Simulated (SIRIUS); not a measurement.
The system is SnO2.

```
CELL_PARAMETERS angstrom
1.61709 0.93363 4.80059
-1.61709 0.93363 4.80059
0.00000 -1.86726 4.80059
ATOMIC_POSITIONS crystal
Sn 0.50000 0.50000 0.50000
O 0.76283 0.76283 0.76283
O 0.23717 0.23717 0.23717
```

Measurements of this composition are mostly on another form, of space group No. 136.

Base run:

- Program: SIRIUS 7.12.0
- Functional: LDA
- Potentials or basis: all-electron FP-LAPW
- Cutoff: 306 eV
- Basis: apw+lo standard
- k mesh: 10 × 10 × 10
- Occupations: fermi-dirac, width 0.05 eV
- Spin: no spin polarisation

Its results: band gap on the k mesh 1.77 eV, indirect (least direct gap 1.90 eV); largest force 0.674 eV/Å.

Q: The run is repeated on the same cell with these changes: functional from LDA to PBEsol. What comes out?

A: Band gap on the k mesh 1.88 eV, indirect (least direct gap 1.99 eV); largest force 0.397 eV/Å.

Caveats: spin-orbit coupling is left out, which moves the levels of the heavy elements.

A k mesh can miss the band edges.
